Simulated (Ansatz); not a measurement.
# Ir (P6_3/mmc) in Ansatz: further runs

Runs on Ir. Level: PBEsol. Tasks: single point, equation of state.

Everything below comes from runs of Ansatz 0.2.0. Logs are shortened: lines on timing, memory, paths and dates and some standing lists are left out, and cuts for length are marked.

### 1 The crystal as given

It takes space group P6_3/mmc (No. 194, hexagonal). The conventional cell has a = 2.751 Å, b = 2.751 Å, c = 4.462 Å, α = 90.00°, β = 90.00°, γ = 120.00°. Ir (site symmetry -6m2) is surrounded by 12 Ir at 2.74 to 2.75 Å.

This isn't the form of Ir at room conditions, which is fcc.

### 2 Single point, PBEsol, 13.75 Å³/atom (volume scaled by 0.94)

Input file input.yaml:

```yaml
crystal:
  lattice:
    - [2.6952115654, 0.0, 0.0]
    - [-1.3476057827, 2.3341216842, 0.0]
    - [0.0, 0.0, 4.3711972971]
  atoms:
    - { symbol: Ir, position: [0.3333333333, 0.6666666667, 0.25] }
    - { symbol: Ir, position: [0.6666666667, 0.3333333333, 0.75] }
kpoints:
  mp_grid: { grid: [11, 11, 6] }
scf:
  occupations: { method: fermi_dirac, width: 0.05 }
hamiltonian:
  xc: pbesol
  pseudopotentials: { kind: all_electron, lapw: { basis_error: 0.001 } }
output:
  forces: true
  stress: true
  eigenvalues: true
```

Potentials or basis: all-electron LAPW, scalar-relativistic.

The run is started by

```bash
$ ansatz run input.yaml --threads 1 --pin off --max-ram 3072MiB --backend cpu --events-out ev --progress --plain --runs-dir out
```

Standard output:

```text
Warning: RAYON_NUM_THREADS=1 ignored (pool sized by the plan → 1); use --threads N
LAPW: plane waves up to 8.741 Å⁻¹, error target 1.0e-3 eV per atom; small_component_spin mean_spin; Ir in spheres of 1.341 Å, 41 of its electrons in bands, Dirac shells [] (how accurate: hamiltonian.pseudopotentials.lapw.basis_error, Limitations)
Engine: ansatz 0.2.0, x86_64-unknown-linux-gnu
Pseudopotentials: kind: all_electron
Pseudopotential: Ir, LAPW, valence charge 41, lapw/all_electron/scalar/gaussian/Ir, Koelling and Harmon's equation, gaussian nucleus
Functional definition: PBEsol
  exchange = pbesol_x
  correlation = pbesol_c
Crystal: 2 atoms, lattice volume = 27.499 Å³
Basis set: ecut = 291.1115334075439 eV, 313 PW (Γ), exchange–correlation at level 2
Bands: 50, of which v1, the nominal top of the filled ones, is band 41 counted from 1 (40 counted from 0)
Symmetry: 24 space group operations
Space group: P63/mmc (ITA 194), of the structure as read, at distance tolerance 3.0e-5 Å
k-points: 64 of 726
Non-local potential: Ir, projectors of the file, none
Initial density: superposition of atomic densities (chi_scale 0.1, normalization cell)
Initial wavefunctions: plane waves of lowest kinetic energy (no species holds an atomic orbital)
Functional: x = pbesol(κ = 0.804, μ = 0.12345679012345678), c = pbesol(β = 0.046)
iter 1 solved again at ethr=5.38e-5 eV; its pass at ethr=1.00e-1 eV (dr2=4.41e-2 eV) is discarded
SCF iter   1: F=—  HF=-969779.419058 eV  |F-HF|=—  |Δ(HF+E_count)|=         —  Δρ=2.04e-2  dr2=4.44e-2  ethr=5.38e-5  ⟨swp⟩=3.1  Hψ=20605  notcnv=0
preconditioner: auto → Kerker (q_TF=auto, 3.273 Å⁻¹)  [metal: Δε(μ)=0.008 eV  Ē_g=14.491 eV  σ=0.050 eV  W_gap=0.04  n_scr=22 (ndim 8)  ℏωp=30.0 eV  f_vac=0.000  D(μ)=2.76/eV (n_scr^D=34)]
SCF iter   2: F=—  HF=-969779.262606 eV  |F-HF|=—  |Δ(HF+E_count)|=   1.56e-1  Δρ=8.49e-3  dr2=1.07e-2  ethr=5.38e-5  ⟨swp⟩=2.1  Hψ=9821  notcnv=0
SCF iter   3: F=—  HF=-969779.256086 eV  |F-HF|=—  |Δ(HF+E_count)|=   6.52e-3  Δρ=6.06e-3  dr2=5.99e-3  ethr=1.30e-5  ⟨swp⟩=2.0  Hψ=9300  notcnv=0
SCF iter   4: F=—  HF=-969779.255629 eV  |F-HF|=—  |Δ(HF+E_count)|=   4.57e-4  Δρ=3.31e-3  dr2=2.16e-3  ethr=7.30e-6  ⟨swp⟩=2.0  Hψ=9300  notcnv=0
SCF iter   5: F=—  HF=-969779.255495 eV  |F-HF|=—  |Δ(HF+E_count)|=   1.34e-4  Δρ=1.00e-3  dr2=2.53e-4  ethr=2.64e-6  ⟨swp⟩=2.0  Hψ=9300  notcnv=0
iter 6 solved again at ethr=7.63e-9 eV; its pass at ethr=3.08e-7 eV (dr2=6.26e-6 eV) is discarded
SCF iter   6: F=—  HF=-969779.255479 eV  |F-HF|=—  |Δ(HF+E_count)|=   1.67e-5  Δρ=1.76e-4  dr2=6.25e-6  ethr=7.63e-9  ⟨swp⟩=2.0  Hψ=15814  notcnv=0
SCF iter   7: F=—  HF=-969779.255478 eV  |F-HF|=—  |Δ(HF+E_count)|=   4.15e-7  Δρ=4.54e-5  dr2=5.16e-7  ethr=7.63e-9  ⟨swp⟩=2.0  Hψ=9300  notcnv=0
SCF iter   8: F=-969779.255478 eV  HF=-969779.255478 eV  |F-HF|=3.04e-8  |Δ(HF+E_count)|=   5.70e-8  Δρ=1.50e-5  dr2=6.65e-8  ethr=6.29e-10  ⟨swp⟩=2.0  Hψ=9300  notcnv=0
SCF 1 converged in 8 iterations: F = -969779.255478 eV  dr2 = 6.65e-8
SCF converged after 8 iterations
Free energy (F): -969779.255478 eV
Harris-Foulkes:  -969779.255478 eV  (|F-HF|=3.04e-8)
Internal energy: -969779.232499 eV  (E = F + TS)
E sigma→0 (E₀):  -969779.243988 eV
Entropy (-TS):   -0.022979 eV (-11.490 meV/atom)
Fermi energy:    33.056688 eV
--- Per-component energies (eV) ---
  E_band       = -5656.355355
  E_kinetic    = 1097248.742051
  E_xc         = -18676.895766
  E_electrostatic = -2048351.078784  (all electrons and nuclei)
  E_smearing   = -0.022979  (= −TS)
  E_closure    = -0.000000  (closes the sum)
  E_atoms      = -969759.074522  (free atoms, spherical and without spin; not in F)
  Σ components = -969779.255478   (vs F -969779.255478, Δ=0.00e0)
  Basis errors (estimates in eV, not in F): energy 2.1e-4 per atom: plane waves 2.0e-4 (1.0e-4 summed), levels above the bands 9.9e-138, relativity 6.9e-8, radial functions 1.3e-5, core shells 5.8e-7; eigenvalues (radial functions only) 2.4e-6; not estimated: angular momenta, meshes, grids; target (lapw.basis_error) 1.0e-3; muffin-tin radii Ir 1.341 Å
--- Forces (eV/Å), atoms counted from 1 ---
  atom   1  Ir     0.00000000     0.00000000     0.00000000
  atom   2  Ir     0.00000000    -0.00000000     0.00000000
  max |Σ_I F_I| component: 2.78e-17 eV/Å
--- Stress (GPa, compression-positive) ---
       10.800732       0.000000       0.000000
        0.000000      10.800732       0.000000
        0.000000       0.000000      10.848256
  P = ⅓ Tr σ = 10.8166 GPa (108.166 kbar)
--- Band table (eV; the first three rows and the last of 64) ---
  k-point 0: bands = ["-252.4386", "-252.4386", "-252.4293", "-252.4293", "-252.4293", "-252.4293", "-252.4261", "-252.4261", "-252.4261", "-252.4261", "-60.0276", "-59.9495", "-24.3253", "-24.3193", "-24.3181", "-24.3181", "-24.3126", "-24.3121", "-24.3119", "-24.3119", "-24.3103", "-24.3103", "-24.3098", "-24.3098", "-24.3017", "-24.3012", "-17.3444", "-16.5678", "-16.5678", "-16.4524", "-16.4402", "-16.4402", "21.4634", "24.5248", "28.9193", "29.0226", "29.0226", "29.7204", "29.7204", "30.5626", "30.5626", "32.1092", "33.3589", "33.3589", "40.4010", "46.6146", "48.6312", "49.8228", "54.5203", "54.5203"]
  k-point 1: bands = ["-252.4386", "-252.4386", "-252.4293", "-252.4293", "-252.4293", "-252.4293", "-252.4261", "-252.4261", "-252.4261", "-252.4261", "-60.0224", "-59.9548", "-24.3249", "-24.3198", "-24.3181", "-24.3181", "-24.3133", "-24.3133", "-24.3125", "-24.3121", "-24.3099", "-24.3099", "-24.3088", "-24.3088", "-24.3017", "-24.3012", "-17.2872", "-16.5593", "-16.5593", "-16.5148", "-16.4488", "-16.4488", "21.7858", "24.5455", "28.7688", "28.8964", "28.8964", "29.5545", "29.5545", "30.9464", "30.9464", "31.0504", "33.3470", "33.3470", "41.9122", "46.0745", "48.9799", "49.8245", "52.7679", "52.7679"]
  k-point 2: bands = ["-252.4386", "-252.4386", "-252.4293", "-252.4293", "-252.4293", "-252.4293", "-252.4261", "-252.4261", "-252.4261", "-252.4261", "-60.0082", "-59.9691", "-24.3240", "-24.3210", "-24.3179", "-24.3179", "-24.3153", "-24.3153", "-24.3123", "-24.3120", "-24.3088", "-24.3088", "-24.3080", "-24.3080", "-24.3016", "-24.3013", "-17.1290", "-16.6833", "-16.5361", "-16.5361", "-16.4723", "-16.4723", "22.6664", "24.4359", "28.4542", "28.7898", "28.7898", "29.2011", "29.2011", "29.3172", "31.7554", "31.7554", "33.1484", "33.1484", "45.0270", "45.7885", "47.6697", "51.0231", "52.0453", "52.0453"]
  k-point 63: bands = ["-252.4386", "-252.4386", "-252.4293", "-252.4293", "-252.4293", "-252.4293", "-252.4260", "-252.4260", "-252.4260", "-252.4260", "-59.9343", "-59.9343", "-24.3196", "-24.3196", "-24.3185", "-24.3185", "-24.3178", "-24.3178", "-24.3115", "-24.3115", "-24.3087", "-24.3087", "-24.3080", "-24.3080", "-24.3056", "-24.3056", "-17.1672", "-17.1672", "-16.9351", "-16.9351", "-16.6142", "-16.6142", "26.2400", "26.2400", "27.4327", "27.4327", "28.6860", "28.6860", "30.6196", "30.6196", "33.4658", "33.4658", "39.6726", "39.6726", "41.2460", "41.2460", "43.9373", "43.9373", "51.3145", "51.3145"]
```

Wall time 31 s (1 thread of Intel Xeon at 2.70GHz, shared host); peak memory 0.45 GiB.

Results:

```
Free energy            : -969779.2555 eV
Pressure               : 10.8 GPa
Band gap on the k mesh : none (metal or under the smearing width)
```

### 3 Single point, PBEsol, 14.04 Å³/atom (volume scaled by 0.96)

input.yaml: that of step 2 with these lines changed.

```diff
@@ -2,5 +2,5 @@
   lattice:
-    - [2.6952115654, 0.0, 0.0]
-    - [-1.3476057827, 2.3341216842, 0.0]
-    - [0.0, 0.0, 4.3711972971]
+    - [2.7141925539, 0.0, 0.0]
+    - [-1.3570962769, 2.3505597024, 0.0]
+    - [0.0, 0.0, 4.4019813909]
   atoms:
```

Potentials or basis: all-electron LAPW, scalar-relativistic.

The run is started by

```bash
$ ansatz run input.yaml --threads 1 --pin off --max-ram 3072MiB --backend cpu --events-out ev --progress --plain --runs-dir out
```

Run time: 39 s. Hardware: 1 thread of Intel Xeon at 2.70GHz, shared host; peak memory 0.45 GiB.

It converged, with:

```
Free energy            : -969779.2787 eV
Pressure               : 2.1 GPa
Band gap on the k mesh : none (metal or under the smearing width)
```

### 4 Single point, PBEsol, 14.33 Å³/atom (volume scaled by 0.98)

input.yaml: that of step 3 with these lines changed.

```diff
@@ -2,5 +2,5 @@
   lattice:
-    - [2.7141925539, 0.0, 0.0]
-    - [-1.3570962769, 2.3505597024, 0.0]
-    - [0.0, 0.0, 4.4019813909]
+    - [2.7329117147, 0.0, 0.0]
+    - [-1.3664558574, 2.3667709712, 0.0]
+    - [0.0, 0.0, 4.4323408426]
   atoms:
```

The run is started by

```bash
$ ansatz run input.yaml --threads 1 --pin off --max-ram 3072MiB --backend cpu --events-out ev --progress --plain --runs-dir out
```

Wall time 41 s (1 thread of Intel Xeon at 2.70GHz, shared host); peak memory 0.45 GiB.

It converged, with:

```yaml
Free_energy: -969779.2720 eV
Pressure: -5.6 GPa
Band_gap_on_the_k_mesh: none (metal or under the smearing width)
```

### 5 Single point, PBEsol, 14.63 Å³/atom

input.yaml: that of step 4 with these lines changed.

```diff
@@ -2,5 +2,5 @@
   lattice:
-    - [2.7329117147, 0.0, 0.0]
-    - [-1.3664558574, 2.3667709712, 0.0]
-    - [0.0, 0.0, 4.4323408426]
+    - [2.7513778946, 0.0, 0.0]
+    - [-1.3756889473, 2.3827631521, 0.0]
+    - [0.0, 0.0, 4.46229]
   atoms:
```

The run is started by

```bash
$ ansatz run input.yaml --threads 1 --pin off --max-ram 3072MiB --backend cpu --events-out ev --progress --plain --runs-dir out
```

It took 28 s on 1 thread of Intel Xeon at 2.70GHz, shared host; peak memory 0.45 GiB.

The run converged. Its results:

- Free energy: -969779.2389 eV
- Pressure: -12.4 GPa
- Band gap on the k mesh: none (metal or under the smearing width)

### 6 Single point, PBEsol, 14.92 Å³/atom (volume scaled by 1.02)

input.yaml: that of step 5 with these lines changed.

```diff
@@ -2,5 +2,5 @@
   lattice:
-    - [2.7513778946, 0.0, 0.0]
-    - [-1.3756889473, 2.3827631521, 0.0]
-    - [0.0, 0.0, 4.46229]
+    - [2.7695994713, 0.0, 0.0]
+    - [-1.3847997356, 2.3985435004, 0.0]
+    - [0.0, 0.0, 4.4918424506]
   atoms:
```

Potentials or basis: all-electron LAPW, scalar-relativistic.

The run is started by

```bash
$ ansatz run input.yaml --threads 1 --pin off --max-ram 3072MiB --backend cpu --events-out ev --progress --plain --runs-dir out
```

Run time: 31 s. Hardware: 1 thread of Intel Xeon at 2.70GHz, shared host; peak memory 0.45 GiB.

It converged, with:

```yaml
Free_energy: -969779.1826 eV
Pressure: -18.4 GPa
Band_gap_on_the_k_mesh: none (metal or under the smearing width)
```

### 7 Single point, PBEsol, 15.21 Å³/atom (volume scaled by 1.04)

input.yaml: that of step 6 with these lines changed.

```diff
@@ -2,5 +2,5 @@
   lattice:
-    - [2.7695994713, 0.0, 0.0]
-    - [-1.3847997356, 2.3985435004, 0.0]
-    - [0.0, 0.0, 4.4918424506]
+    - [2.7875843874, 0.0, 0.0]
+    - [-1.3937921937, 2.4141188946, 0.0]
+    - [0.0, 0.0, 4.5210110761]
   atoms:
```

The run is started by

```bash
$ ansatz run input.yaml --threads 1 --pin off --max-ram 3072MiB --backend cpu --events-out ev --progress --plain --runs-dir out
```

It took 40 s on 1 thread of Intel Xeon at 2.70GHz, shared host; peak memory 0.45 GiB.

The run converged. Its results:

| Property | Result |
| --- | --- |
| Free energy | -969779.1057 eV |
| Pressure | -23.6 GPa |
| Band gap on the k mesh | none (metal or under the smearing width) |

### 8 Single point, PBEsol, 15.50 Å³/atom (volume scaled by 1.06)

input.yaml: that of step 7 with these lines changed.

```diff
@@ -2,5 +2,5 @@
   lattice:
-    - [2.7875843874, 0.0, 0.0]
-    - [-1.3937921937, 2.4141188946, 0.0]
-    - [0.0, 0.0, 4.5210110761]
+    - [2.8053401807, 0.0, 0.0]
+    - [-1.4026700903, 2.4294958627, 0.0]
+    - [0.0, 0.0, 4.5498081014]
   atoms:
```

The run is started by

```bash
$ ansatz run input.yaml --threads 1 --pin off --max-ram 3072MiB --backend cpu --events-out ev --progress --plain --runs-dir out
```

Run time: 51 s. Hardware: 1 thread of Intel Xeon at 2.70GHz, shared host; peak memory 0.45 GiB.

It converged, with:

* Free energy: -969779.0109 eV
* Pressure: -28.2 GPa
* Band gap on the k mesh: none (metal or under the smearing width)

### 9 Equation of state, PBEsol

Potentials or basis: all-electron LAPW, scalar-relativistic.

No new run: the results of the series are fitted here.

What came out:

- Equilibrium volume: 14.12 Å³/atom
- Bulk modulus at fixed shape and positions: 383 GPa
- Pressure derivative of the bulk modulus: 5.1

Energy against volume, from the lowest point:
```tsv
volume (Å³/atom)	energy (meV/atom)
13.749	11.62
14.042	0.00
14.335	3.34
14.627	19.89
14.920	48.07
15.212	86.49
15.505	133.91
```

Caveat: the cell was scaled at fixed shape and fractional positions, which overstates the stiffness of a crystal with free parameters, most of all of layers and chains. Spin-orbit coupling is left out, which matters for the levels of Ir.
